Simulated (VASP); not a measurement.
# GaP: from the relaxed cell to its vibrations, part 2 of 2

What lattice, stiffness and vibrations does GaP have at one level of theory? The starting structure is a measured crystal structure from the Crystallography Open Database. All runs use LDA.

VASP 6.6.1.

So far. Step 3 (Elastic constants): The elastic tensor has C11 = 142.2, C12 = 63.8, C44 = 71.0 GPa; its Hill averages are a bulk modulus of 89.9 and a shear modulus of 56.0 GPa. Step 4 (Modes of the relaxed cell): The zone-centre modes at 19.613 Å³ an atom are T2 364.3 cm⁻¹.

## 5. Modes at 0.97 of that volume (continued)

Level of this step: LDA; plane waves and PAW (Ga_d, P) (VASP).

OUTCAR, selected parts (step 5):

```text
  Total        0.6946261      0.6946261      0.6946261     -0.0000000      0.0000000     -0.0000000
  in kB       29.2499453     29.2499453     29.2499453     -0.0000000      0.0000000     -0.0000000
  external PRESSURE =      29.2499453 kB  Pullay stress =       0.0000000 kB

 POSITION                                       TOTAL-FORCE (eV/Angst)
 -----------------------------------------------------------------------------------
      0.00000      0.00000      0.00000         0.000000      0.000000     -0.000000
      4.00430      4.00430      4.00430        -0.000000     -0.000000      0.000000
 -----------------------------------------------------------------------------------
    total drift:                               -0.000001     -0.000001     -0.000000

 MACROSCOPIC STATIC DIELECTRIC TENSOR (including local field effects in DFT)
 ------------------------------------------------------
          10.367205     0.000000    -0.000000
           0.000000    10.367205     0.000000
          -0.000000     0.000000    10.367205
 ------------------------------------------------------

 MACROSCOPIC STATIC DIELECTRIC TENSOR IONIC CONTRIBUTION
 ------------------------------------------------------
           1.717231    -0.000000     0.000000
          -0.000000     1.717231    -0.000000
           0.000000    -0.000000     1.717231
 ------------------------------------------------------

[... 1 part as in an earlier step ...]

[... 1 further part left out ...]
```

The zone-centre modes at 19.024 Å³ an atom are T2 377.8 cm⁻¹.

## 6. Modes at 1.03 of that volume

Shape and positions were first relaxed at this volume, in a run that isn't shown.

Contents of INCAR:

```
SYSTEM = GaP
PREC = Accurate
ENCUT = 500
EDIFF = 1E-08
NELM = 100
ISMEAR = 0
SIGMA = 0.03
LREAL = .FALSE.
ALGO = Normal
GGA = CA
NBANDS = 15
LORBIT = 11
LWAVE = .FALSE.
LCHARG = .FALSE.
KPAR = 4
IBRION = 8
LEPSILON = .TRUE.
LPEAD = .TRUE.
ISIF = 2
```

Contents of POSCAR:

```
GaP
1.0
    0.0000000000      2.7234790042      2.7234790042
    2.7234790042      0.0000000000      2.7234790042
    2.7234790042      2.7234790042      0.0000000000
Ga P
1 1
Direct
    0.0000000000      0.0000000000      0.0000000000
    0.7500000000      0.7500000000      0.7500000000
```

Contents of KPOINTS:

```
Automatic mesh
0
Gamma
14 14 14
0 0 0
```

Potentials, in the order of the species: Ga_d and P (LDA family, release 64).

Started as:

```sh
$ mpirun -np 4 vasp_std
```

The program printed:

```text
[... set-up lines as in an earlier step ...]
 entering main loop
       N       E                     dE             d eps       ncg     rms          rms(c)
DAV:   1     0.803894844223E+02    0.80389E+02   -0.89690E+03  3206   0.169E+03
DAV:   2    -0.429379361881E+01   -0.84683E+02   -0.80996E+02  3554   0.318E+02
DAV:   3    -0.106514013271E+02   -0.63576E+01   -0.63337E+01  3848   0.691E+01
DAV:   4    -0.107610818901E+02   -0.10968E+00   -0.10965E+00  3889   0.991E+00
[...]
DAV:  12    -0.104442907228E+02    0.18281E-06   -0.48961E-07  3980   0.739E-03    0.470E-03
DAV:  13    -0.104442906990E+02    0.23812E-07   -0.19925E-07  4030   0.448E-03    0.865E-04
DAV:  14    -0.104442906984E+02    0.58390E-09   -0.85366E-09  2726   0.116E-03
   1 F= -.10444291E+02 E0= -.10444291E+02  d E =-.290672E-13
 Linear response reoptimize wavefunctions to high precision
DAV:   1    -0.104442906985E+02   -0.68667E-10   -0.17767E-09  3244   0.405E-04
DAV:   2    -0.104442906985E+02   -0.37289E-10   -0.25116E-10  2190   0.154E-04
 Linear response to external field (no local field effect), progress :
[...]
RMM:  15    -0.165213208959E+00    0.82390E-08   -0.96622E-08 20254   0.232E-05    0.263E-07
 first order change of Fermi-energy   0.41592E-04
 force on displaced ion       1 direction 1 :  -9.781   0.000   0.000
 Born effective charge ion    1 direction 1 :   2.110   0.000   0.000
 Linear response progress:
  Degree of freedom:   2/  2
       N       E                     dE             d eps       ncg     rms          rms(c)
RMM:   1    -0.509503155985E-01   -0.50950E-01    0.38552E-03 29551   0.177E+00
RMM:   2    -0.473218743083E-01    0.36284E-02   -0.59542E-03 23434   0.520E-01    0.119E-01
RMM:   3    -0.473411705516E-01   -0.19296E-04   -0.51369E-04 25889   0.168E-01    0.580E-02
RMM:   4    -0.475880566800E-01   -0.24689E-03   -0.97523E-05 25227   0.630E-02    0.110E-02
[...]
RMM:  14    -0.475806257234E-01    0.33314E-07    0.58513E-09 15217   0.948E-06    0.147E-07
RMM:  15    -0.475806411030E-01   -0.15380E-07    0.11856E-08 13034   0.822E-06    0.148E-07
RMM:  16    -0.475805843827E-01    0.56720E-07    0.33370E-09 12060   0.785E-06    0.348E-08
 first order change of Fermi-energy   0.49298E-04
 force on displaced ion       2 direction 1 :  -9.735   0.000   0.000
 Born effective charge ion    2 direction 1 :  -2.111   0.000   0.000
 Born effective charges drift removed
 Linear response finished
```

Wall time 9.8 min (4 MPI ranks of Intel Xeon Platinum 8259CL at 2.50GHz (Skylake/Cascade Lake), shared host); peak memory 3.1 GiB.

Parts of OUTCAR (step 6):

```text
  Total       -0.6283700     -0.6283700     -0.6283700      0.0000000      0.0000000      0.0000000
  in kB      -24.9186186    -24.9186186    -24.9186186      0.0000000      0.0000000      0.0000000
  external PRESSURE =     -24.9186186 kB  Pullay stress =       0.0000000 kB

 POSITION                                       TOTAL-FORCE (eV/Angst)
 -----------------------------------------------------------------------------------
      0.00000      0.00000      0.00000        -0.000000      0.000000     -0.000000
      4.08522      4.08522      4.08522         0.000000     -0.000000      0.000000
 -----------------------------------------------------------------------------------
    total drift:                               -0.000001     -0.000001     -0.000000

 MACROSCOPIC STATIC DIELECTRIC TENSOR (including local field effects in DFT)
 ------------------------------------------------------
          10.798453    -0.000000     0.000000
           0.000000    10.798453    -0.000000
          -0.000000    -0.000000    10.798453
 ------------------------------------------------------

 MACROSCOPIC STATIC DIELECTRIC TENSOR IONIC CONTRIBUTION
 ------------------------------------------------------
           2.048555    -0.000000    -0.000000
          -0.000000     2.048555    -0.000000
          -0.000000    -0.000000     2.048555
 ------------------------------------------------------

[... 1 part as in an earlier step ...]

[... 1 further part left out ...]
```

The zone-centre modes at 20.201 Å³ an atom are T2 351.6 cm⁻¹.

## 7. The runs compared

| run | volume (Å³/atom) | T2 | core minutes |
| --- | --- | --- | --- |
| relaxation | 19.613 | - | 0.48 |
| elastic constants | 19.613 | - | 17.9 |
| modes of the relaxed cell | 19.613 | 364.3 | 30.7 |
| modes at 0.97 of that volume | 19.024 | 377.8 | 34.1 |
| modes at 1.03 of that volume | 20.201 | 351.6 | 39.3 |

Modes are in cm⁻¹, degenerate ones as one, matched by symmetry and order. A number in brackets counts the listed modes of one symmetry from the lowest. The symmetry labels come from an automatic analysis and can be wrong where levels nearly coincide. Core minutes are wall time times ranks of the run shown, on a shared host.

## 8. What came out

| Property | Result |
| --- | --- |
| relaxed volume | 19.61 Å³/atom |
| bulk modulus from two volumes | 90.0 GPa |
| Hill shear modulus | 56.0 GPa |
| mode T2 | 364.3 cm⁻¹ |
| Grüneisen parameter of T2 | 1.20 |

**Reading.** At the LDA level GaP relaxes to 19.61 Å³ an atom. The bulk modulus is 90.0 GPa from the pressures at two volumes and 89.9 GPa as the Hill average of the elastic tensor, so the two routes agree. The mode Grüneisen parameters, from the cells at 0.97 and 1.03 of the volume, come to 1.20 (T2). The dielectric constants and Born charges in the logs aren't compared here; at a small gap they can be far off, and in a run without a gap they mean nothing. The frequencies are harmonic, and the splitting of polar modes by their long-range field is left out. All values are for a static lattice. Further runs on this material are not shown.

[Lines on the potential files, build, host, timing and source positions are cut from VASP's logs without a mark.]

[Logs are printed without paths, hosts, clocks, repeated set-up lines and the standing remarks that a program may print on its own settings, such as how far it seeks lower states.]

[Hosts, paths, dates, database ids (printed as entryN), source tags and the programs' standing remarks are cut or masked in the printed files.]
